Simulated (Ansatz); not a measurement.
**Molybdenum, simple cubic: HSE06 at the PBE geometry**

Aim: see what exact exchange does to the levels, and what it costs. Spin polarisation is left out. The cell comes from an earlier PBE relaxation. Exact exchange is dear, so the k-mesh is coarse, and PBE is run on the same mesh for comparison.

Program: Ansatz 0.2.0. Level of theory: DFT, plane waves (420 eV) with PBE-made PAW files, scalar-relativistic; functionals as named at each step. These are calculated values, not measurements.

## (1) Starting point

The structure is cubic, space group Pm-3m (No. 221). Conventional cell: a = 2.604 Å, b = 2.604 Å, c = 2.604 Å, α = 90.00°, β = 90.00°, γ = 90.00°. Around Mo (site symmetry m-3m) lie 6 Mo at 2.60 Å.

Coordinates:

```
CELL_PARAMETERS angstrom
2.60394 0.00000 0.00000
0.00000 2.60394 0.00000
0.00000 0.00000 2.60394
ATOMIC_POSITIONS crystal
Mo 0.00000 0.00000 0.00000
```

## (2) PBE on the coarse mesh

The run with PBE.

input.yaml

```yaml
crystal:
  lattice:
    - [2.6039359929, 0.0, 0.0]
    - [0.0, 2.6039359929, 0.0]
    - [0.0, 0.0, 2.6039359929]
  atoms:
    - { symbol: Mo, position: [0.0, 0.0, 0.0] }
hamiltonian:
  xc: pbe
  pseudopotentials:
    kind: paw
    azcp:
      Mo: "pseudopotentials/Mo.paw.azcp"
basis:
  ecutwfc: 420
  fft_grid_basis: typed
kpoints:
  mp_grid: { grid: [6, 6, 6], shift: [0, 0, 0] }
magnetization:
  spin_polarized: false
scf:
  occupations: { method: fermi_dirac, width: 0.1 }
output:
  write_density: true
  write_potential: true
  elf: true
  volumetric_format: npy
```

The run is started by

```
> ansatz run input.yaml --threads 4 --pin off --max-ram 8192MiB --backend cpu --events-out ev --progress --plain --runs-dir out
```

What it wrote:

```text
Warning: RAYON_NUM_THREADS=4 ignored (pool sized by the plan → 4); use --threads N
Engine: ansatz 0.2.0, x86_64-unknown-linux-gnu
Pseudopotentials: kind: paw
Pseudopotential: Mo, paw, valence charge 14, recommended cutoff 420 eV (normal), <dir>
Functional definition: PBE
  parameter kappa = 0.804
  parameter beta = 0.06672455060314922
  exchange = pbe_x(kappa = kappa, mu = beta*pi^2/3)
  correlation = pbe_c(beta = beta)
Crystal: 1 atoms, lattice volume = 17.656 Å³
Basis set: ecut = 420 eV, 341 PW (Γ)
Bands: 11, of which v1, the nominal top of the filled ones, is band 7 counted from 1 (6 counted from 0)
Symmetry: 48 space group operations
Space group: Pm-3m (ITA 221), of the structure as read, at distance tolerance 2.6e-5 Å
k-points: 20 of 216
Non-local potential: Mo, projectors of the file, l = 0: 3, l = 1: 2, l = 2: 2, l = 3: 1
PAW form: soft (Blöchl's): semilocal exchange-correlation on the pseudo side does not see the compensation charge
PAW one-centre angular grid: Mo, 590 points (default); XC on 64 Gauss nodes
Initial density: superposition of atomic densities (neutral atoms: chi_scale 0, normalization atom), corrected by the library's trained network
Initial wavefunctions: pseudopotential atomic-orbital guess
Functional: x = pbe(κ = 0.804, μ = 0.2195149727645171), c = pbe(β = 0.06672455060314922)
SCF iter   1: F=—  HF=-4954.964638 eV  |F-HF|=—  |Δ(HF+E_count)|=         —  Δρ=2.83e-3  dr2=6.39e-4  ethr=1.77e-3  ⟨swp⟩=5.0  Hψ=1280  notcnv=0
preconditioner: auto → none  [metal: Δε(μ)=0.166 eV  Ē_g=7.218 eV  σ=0.100 eV  W_gap=0.38  n_scr=6 (ndim 8)  ℏωp=21.6 eV  f_vac=0.000  D(μ)=1.56/eV (n_scr^D=18)  sad-step TF]
SCF iter   2: F=—  HF=-4954.964795 eV  |F-HF|=—  |Δ(HF+E_count)|=   1.57e-4  Δρ=1.80e-3  dr2=3.06e-4  ethr=4.57e-6  ⟨swp⟩=2.5  Hψ=486  notcnv=0
SCF iter   3: F=—  HF=-4954.964929 eV  |F-HF|=—  |Δ(HF+E_count)|=   1.35e-4  Δρ=6.99e-4  dr2=8.35e-5  ethr=2.18e-6  ⟨swp⟩=2.0  Hψ=280  notcnv=0
SCF iter   4: F=—  HF=-4954.964899 eV  |F-HF|=—  |Δ(HF+E_count)|=   2.98e-5  Δρ=1.85e-4  dr2=2.71e-6  ethr=5.96e-7  ⟨swp⟩=2.5  Hψ=338  notcnv=0
SCF iter   5: F=—  HF=-4954.964900 eV  |F-HF|=—  |Δ(HF+E_count)|=   2.72e-7  Δρ=5.92e-5  dr2=4.29e-7  ethr=1.94e-8  ⟨swp⟩=2.0  Hψ=359  notcnv=0
SCF iter   6: F=-4954.964900 eV  HF=-4954.964900 eV  |F-HF|=4.77e-8  |Δ(HF+E_count)|=   1.37e-7  Δρ=2.42e-5  dr2=6.02e-8  ethr=7.14e-10  ⟨swp⟩=2.6  Hψ=629  notcnv=0
SCF 1 converged in 6 iterations: F = -4954.964900 eV  dr2 = 6.02e-8
SCF converged after 6 iterations
Free energy (F): -4954.964900 eV
Harris-Foulkes:  -4954.964900 eV  (|F-HF|=4.77e-8)
Internal energy: -4954.916828 eV  (E = F + TS)
E sigma→0 (E₀):  -4954.940864 eV
Entropy (-TS):   -0.048072 eV (-48.072 meV/atom)
Fermi energy:    18.055049 eV
--- Per-component energies (eV) ---
  E_band       = -91.972822
  E_kinetic    = 441.143478
  E_local      = -932.391844  (includes V_loc(G=0)·N_el)
  E_nonlocal   = 145.047844
  E_hartree    = 313.588730
  E_xc         = -182.688958
  E_vxc        = -227.946842  (∫ρ·V_xc dr)
  E_paw        = -3201.983998  (= ΣΔE_a)
  E_vpaw       = -144.995286  (= ΣTr[D̂ρ^β])
  E_aug_tail   = 0.000042  (compensation charges beyond the density's cutoff)
  E_ewald      = -1537.632122
  E_smearing   = -0.048072  (= −TS)
  E_closure    = 0.000000  (closes the sum)
  Σ components = -4954.964900   (vs F -4954.964900, Δ=0.00e0)
--- Band table (eV; the first three rows and the last of 20) ---
  k-point 0: bands = ["-42.9105", "-16.1910", "-16.1910", "-16.1910", "11.7171", "14.0484", "14.0484", "21.9872", "21.9872", "21.9872", "33.5458"]
  k-point 1: bands = ["-42.8626", "-16.5768", "-16.1578", "-16.1578", "12.4632", "14.2506", "15.0012", "20.9945", "20.9945", "22.0658", "30.5672"]
  k-point 2: bands = ["-42.7655", "-17.3037", "-16.0906", "-16.0906", "13.8708", "14.6895", "17.2842", "19.4511", "19.4511", "22.2274", "27.5496"]
  k-point 19: bands = ["-42.3471", "-17.2479", "-17.2479", "-17.2479", "14.4837", "14.4837", "14.4837", "24.4158", "24.4158", "25.8928", "30.8612"]
```

It took 0.37 s on 4 threads of Intel Xeon Platinum 8375C at 2.90GHz (Ice Lake), shared host; peak memory 0.31 GiB.

Density in a lattice plane of the grid's cell (edges 2.60 and 2.60 Å, at 0.000 of the third edge), which holds Mo.

Ten even steps from '0' (0.20 e/Å³) to '9' (6.54 e/Å³):
```
999986431100000113468999
999875421000000012457899
988754311000000011345788
776543210000000001234567
544321100000000000112344
322211000000000000011222
111100000000000000000111
000000000000000000000000
000000000000000000000000
000000000000000000000000
000000000000000000000000
000000000000000000000000
111100000000000000000111
322211000000000000011222
544321100000000000112344
776543210000000001234567
988754311000000011345788
999875421000000012457899
999986431100000113468999
999987532100000123578999
```
Columns run along the first of these edges and rows up along the second, over one cell in 24 and 20 even steps from the bottom left corner. Atoms in the plane (fractional): Mo at (0.00, 0.00).

ELF in the same plane.

Ten even steps from '0' (0.22) to '9' (0.77):
```
245799975322222357999754
567899864211211246899876
889988653111111135688998
999876421011111012467899
998764210011211001246789
776532000011211000023567
544210000112221100001244
322110001123332110001122
221111112233433221111112
222111222334443322211122
221111112233433221111112
322110001123332110001122
544210000112221100001244
776532000011211000023567
998764210011211001246789
999876421011111012467899
889988653111111135688998
567899864211211246899876
245799975322222357999754
024799986422222468999742
```
Columns run along the first of these edges and rows up along the second, over one cell in 24 and 20 even steps from the bottom left corner. Atoms in the plane (fractional): Mo at (0.00, 0.00).

Both are smooth fields of the valence electrons: close to the nuclei they are not physical.

Outside the cores ELF peaks at 0.46 between the atoms, 1.8 Å from Mo.

## (3) HSE06, coarse mesh

The run with HSE06.

Edit input.yaml of step 2 so:

```diff
@@ -8,3 +8,3 @@
 hamiltonian:
-  xc: pbe
+  xc: hse06
   pseudopotentials:
```

The run is started by

```
> ansatz run input.yaml --threads 4 --pin off --max-ram 8192MiB --backend cpu --events-out ev --progress --plain --runs-dir out
```

What it wrote:

```text
Warning: RAYON_NUM_THREADS=4 ignored (pool sized by the plan → 4); use --threads N
Engine: ansatz 0.2.0, x86_64-unknown-linux-gnu
Pseudopotentials: kind: paw
Pseudopotential: Mo, paw, valence charge 14, recommended cutoff 420 eV (normal), <dir>
Functional definition: HSE06
  parameter a = 0.25
  parameter omega = 0.11/bohr
  exchange = pbe_x - a*pbe_x_sr(omega) + a*exact_x_sr(omega)
  correlation = pbe_c
Crystal: 1 atoms, lattice volume = 17.656 Å³
Basis set: ecut = 420 eV, 341 PW (Γ)
Bands: 11, of which v1, the nominal top of the filled ones, is band 7 counted from 1 (6 counted from 0)
Symmetry: 48 space group operations
Space group: Pm-3m (ITA 221), of the structure as read, at distance tolerance 2.6e-5 Å
k-points: 20 of 216
Non-local potential: Mo, projectors of the file, l = 0: 3, l = 1: 2, l = 2: 2, l = 3: 1
PAW form: soft (Blöchl's): semilocal exchange-correlation on the pseudo side does not see the compensation charge
PAW frozen core: Mo, regenerated for the run's functional, and the local potential with it (the file was generated under x = pbe(κ = 0.804, μ = 0.2195149727645171), c = pbe(β = 0.06672455060314922))
PAW one-centre angular grid: Mo, 590 points (default); XC on 64 Gauss nodes
Initial density: superposition of atomic densities (neutral atoms: chi_scale 0, normalization atom), corrected by the library's trained network
Initial wavefunctions: pseudopotential atomic-orbital guess
Functional: x = pbe(κ = 0.804, μ = 0.2195149727645171), c = pbe(β = 0.06672455060314922), warm-up for x = pbe(κ = 0.804, μ = 0.2195149727645171) + 0.25 (exact − pbe) at short range (hse, ω = 0.20786987370883472 Å⁻¹), c = pbe(β = 0.06672455060314922); HSE06 as pw.x's `hse` composes it (authors' and Libxc's form: `xc: wpbeh`)
SCF iter   1: F=—  HF=-4954.965434 eV  |F-HF|=—  |Δ(HF+E_count)|=         —  Δρ=3.17e-3  dr2=8.85e-4  ethr=1.77e-3  ⟨swp⟩=6.8  Hψ=854  notcnv=0
preconditioner: auto → none  [metal: Δε(μ)=0.167 eV  Ē_g=7.225 eV  σ=0.100 eV  W_gap=0.38  n_scr=6 (ndim 8)  ℏωp=21.6 eV  f_vac=0.000  D(μ)=1.56/eV (n_scr^D=18)  sad-step TF]
SCF iter   2: F=—  HF=-4954.965641 eV  |F-HF|=—  |Δ(HF+E_count)|=   2.07e-4  Δρ=1.84e-3  dr2=3.09e-4  ethr=6.32e-6  ⟨swp⟩=3.1  Hψ=439  notcnv=0
iter 3 solved again at ethr=1.37e-7 eV; its pass at ethr=2.21e-6 eV (dr2=1.92e-5 eV) is discarded
SCF iter   3: F=—  HF=-4954.965745 eV  |F-HF|=—  |Δ(HF+E_count)|=   1.04e-4  Δρ=3.48e-4  dr2=1.89e-5  ethr=1.37e-7  ⟨swp⟩=2.0  Hψ=731  notcnv=0
SCF iter   4: F=—  HF=-4954.965740 eV  |F-HF|=—  |Δ(HF+E_count)|=   4.85e-6  Δρ=6.87e-5  dr2=5.08e-7  ethr=1.35e-7  ⟨swp⟩=3.0  Hψ=458  notcnv=0
SCF iter   5: F=—  HF=-4954.965740 eV  |F-HF|=—  |Δ(HF+E_count)|=   1.31e-8  Δρ=1.32e-5  dr2=1.03e-8  ethr=3.63e-9  ⟨swp⟩=3.0  Hψ=434  notcnv=0
SCF iter   6: F=-4954.965740 eV  HF=-4954.965740 eV  |F-HF|=3.58e-10  |Δ(HF+E_count)|=  7.76e-10  Δρ=3.48e-6  dr2=8.15e-10  ethr=7.34e-11  ⟨swp⟩=3.0  Hψ=411  notcnv=0
SCF 1 converged in 6 iterations: F = -4954.965740 eV  dr2 = 8.15e-10
Initial density: handed on by an earlier stage of this run
Initial wavefunctions: those handed on with the density
Functional: x = pbe(κ = 0.804, μ = 0.2195149727645171) + 0.25 (exact − pbe) at short range (hse, ω = 0.20786987370883472 Å⁻¹), c = pbe(β = 0.06672455060314922); HSE06 as pw.x's `hse` composes it (authors' and Libxc's form: `xc: wpbeh`)
Exchange kernel: α = 0.2500, screened, ω = 0.2079 Å⁻¹, Wigner–Seitz truncation, v(0) = 1032.4936 eV·Å³, q-mesh 6×6×6, nearest image of the exchange supercell L = 15.62 Å, pair-density grid 12×12×12, without the augmentation charges, whose exchange is taken in its separable form by FFT convolution over the k-point mesh (sized by the pseudopotential files, 18×18×18 at the most), smooth part of the exact exchange by density-matrix convolution
Frozen-core exchange: fock
iter 1 solved again at ethr=2.34e-4 eV; its pass at ethr=1.00e-1 eV (dr2=3.27e-2 eV) is discarded
SCF iter   1: F=—  HF=-4956.696695 eV  |F-HF|=—  |Δ(HF+E_count)|=         —  Δρ=1.31e-2  dr2=3.60e-2  ethr=2.34e-4  ⟨swp⟩=2.5  Hψ=890  notcnv=0
preconditioner: auto → none  [insulator: Δε(μ)=0.242 eV  Ē_g=8.316 eV  σ=0.100 eV  W_gap=0.53  n_scr=6 (ndim 8)  ℏωp=21.6 eV  f_vac=0.000  D(μ)=1.19/eV (n_scr^D=18)]
SCF iter   2: F=—  HF=-4956.683582 eV  |F-HF|=—  |Δ(HF+E_count)|=   1.31e-2  Δρ=3.04e-3  dr2=1.74e-3  ethr=2.34e-4  ⟨swp⟩=3.0  Hψ=500  notcnv=0
SCF iter   3: F=—  HF=-4956.690204 eV  |F-HF|=—  |Δ(HF+E_count)|=   6.62e-3  Δρ=3.13e-3  dr2=9.56e-4  ethr=3.06e-6  ⟨swp⟩=3.1  Hψ=487  notcnv=0
SCF iter   4: F=—  HF=-4956.689920 eV  |F-HF|=—  |Δ(HF+E_count)|=   2.84e-4  Δρ=1.18e-3  dr2=1.31e-4  ethr=3.06e-6  ⟨swp⟩=3.0  Hψ=418  notcnv=0
SCF iter   5: F=—  HF=-4956.690195 eV  |F-HF|=—  |Δ(HF+E_count)|=   2.75e-4  Δρ=4.11e-4  dr2=3.58e-5  ethr=4.63e-7  ⟨swp⟩=2.8  Hψ=397  notcnv=0
SCF iter   6: F=-4956.690185 eV  HF=-4956.690185 eV  |F-HF|=7.50e-9  |Δ(HF+E_count)|=   9.68e-6  Δρ=1.64e-5  dr2=2.32e-6  ethr=1.85e-7  ⟨swp⟩=3.0  Hψ=417  notcnv=0
SCF 2 stopped early in 6 iterations: F = -4956.690185 eV  dr2 = 2.32e-6
hybrid outer 1: dexx = +8.245e-3 eV, tail = 1.60e-5 eV
Exchange kernel: α = 0.2500, screened, ω = 0.2079 Å⁻¹, Wigner–Seitz truncation, v(0) = 1032.4936 eV·Å³, q-mesh 6×6×6, nearest image of the exchange supercell L = 15.62 Å, pair-density grid 12×12×12, without the augmentation charges, whose exchange is taken in its separable form by FFT convolution over the k-point mesh (sized by the pseudopotential files, 18×18×18 at the most), smooth part of the exact exchange by density-matrix convolution
Frozen-core exchange: fock
SCF iter   1: F=—  HF=-4956.690175 eV  |F-HF|=—  |Δ(HF+E_count)|=         —  Δρ=1.01e-4  dr2=1.15e-6  ethr=5.71e-7  ⟨swp⟩=3.5  Hψ=594  notcnv=0
preconditioner: auto → none  [metal: Δε(μ)=0.201 eV  Ē_g=8.300 eV  σ=0.100 eV  W_gap=0.46  n_scr=6 (ndim 8)  ℏωp=21.6 eV  f_vac=0.000  D(μ)=1.21/eV (n_scr^D=18)]
iter 2 solved again at ethr=1.48e-10 eV; its pass at ethr=7.27e-9 eV (dr2=2.07e-8 eV) is discarded
SCF iter   2: F=—  HF=-4956.690175 eV  |F-HF|=—  |Δ(HF+E_count)|=   3.77e-7  Δρ=2.67e-5  dr2=1.13e-7  ethr=1.48e-10  ⟨swp⟩=2.4  Hψ=811  notcnv=0
SCF iter   3: F=-4956.690175 eV  HF=-4956.690175 eV  |F-HF|=2.40e-8  |Δ(HF+E_count)|=   4.40e-7  Δρ=1.28e-5  dr2=3.71e-8  ethr=1.47e-10  ⟨swp⟩=3.5  Hψ=434  notcnv=0  defer=1
SCF 3 converged in 3 iterations: F = -4956.690175 eV  dr2 = 3.71e-8
hybrid outer 2: dexx = +6.718e-7 eV, tail = 8.44e-8 eV, Δε = 5.25e-3 eV (about 3.87e-4 eV left of the loop's levels)
hybrid SCF converged: 2 outer / 9 inner (+6 warm-up), last move |dexx| = 6.72e-7 eV, tail = 8.44e-8 eV
Stability not checked: this state was not tested for a lower state beside it, because the functional holds exact exchange (a hybrid, or Hartree-Fock), whose exchange loop this test does not read (fock_operator; see scf.lower_state_search)
Free energy (F): -4956.690176 eV
Frozen-core exchange: fock
Harris-Foulkes:  -4956.690176 eV  (|F-HF|=2.40e-8)
Internal energy: -4956.651926 eV  (E = F + TS)
E sigma→0 (E₀):  -4956.671051 eV
Entropy (-TS):   -0.038249 eV (-38.249 meV/atom)
Fermi energy:    18.014467 eV
--- Per-component energies (eV) ---
  E_band       = -121.236199
  E_kinetic    = 439.801237
  E_local      = -926.107825  (includes V_loc(G=0)·N_el)
  E_nonlocal   = 143.307683
  E_hartree    = 309.937600
  E_xc         = -146.208274
  E_vxc        = -180.830047  (∫ρ·V_xc dr)
  E_exx        = -41.512824  (= α·E_x^exact, valence–valence)
  E_paw        = -3197.798200  (= ΣΔE_a)
  E_vpaw       = -134.262347  (= ΣTr[D̂ρ^β])
  E_aug_tail   = 0.000043  (compensation charges beyond the density's cutoff)
  E_ewald      = -1537.632122
  E_core_change = -0.439245  (= ΣΔE_core)
  E_smearing   = -0.038249  (= −TS)
  E_closure    = -0.000000  (closes the sum)
  Σ components = -4956.690176   (vs F -4956.690176, Δ=-9.09e-13)
--- Band table (eV; the first three rows and the last of 20) ---
  k-point 0: bands = ["-47.2159", "-18.9655", "-18.9655", "-18.9655", "10.6427", "12.9704", "12.9704", "22.8060", "22.8060"]
  k-point 1: bands = ["-47.1620", "-19.4111", "-18.9300", "-18.9300", "11.4757", "13.2066", "14.0830", "21.6732", "21.6732"]
  k-point 2: bands = ["-47.0525", "-20.2463", "-18.8576", "-18.8576", "12.9983", "13.7192", "16.7543", "19.9107", "19.9107"]
  k-point 19: bands = ["-46.5896", "-20.1499", "-20.1499", "-20.1499", "13.8045", "13.8045", "13.8045", "24.9485", "24.9485"]
  guard bands above this table: 2 of the run's 11 bands. The solve was not asked for them (output.publish_guard_bands: true or output.eigenvalues: true publishes all)
```

It took 3.1 s on 4 threads of Intel Xeon Platinum 8375C at 2.90GHz (Ice Lake), shared host; peak memory 0.67 GiB.

## (4) Side by side

```
functional               gap on the mesh  Fermi energy (eV)  SCF cycles  exchange loops  CPU time
       PBE  none (levels filled in part)             18.055           6               -    0.58 s
     HSE06  none (levels filled in part)             18.014          15               2     7.4 s
```

## (5) Outcome

| quantity | value |
| --- | --- |
| PBE: gap | none (levels filled in part) |
| HSE06: gap | none (levels filled in part) |
| HSE06: SCF cycles, exchange loops | 15, 2 |
| HSE06: CPU time over that of PBE | 13 |
| HSE06: relative to bcc | +1316 meV/atom |

What this shows: Neither PBE nor HSE06 shows a clean gap on this mesh. HSE06 cost 13 times the CPU time of PBE. The exchange operator of HSE06 was renewed in 2 outer loops. To compare with dense-mesh energies, the change of PBE from this mesh and smearing to its dense run (+72.3 meV/atom, from a run not shown) is added. Under HSE06 it lies 1316 meV/atom above bcc (computed apart in the same way); on such meshes a few tens of meV are uncertain for metals. The total energies in the logs cannot be compared from one functional to another.
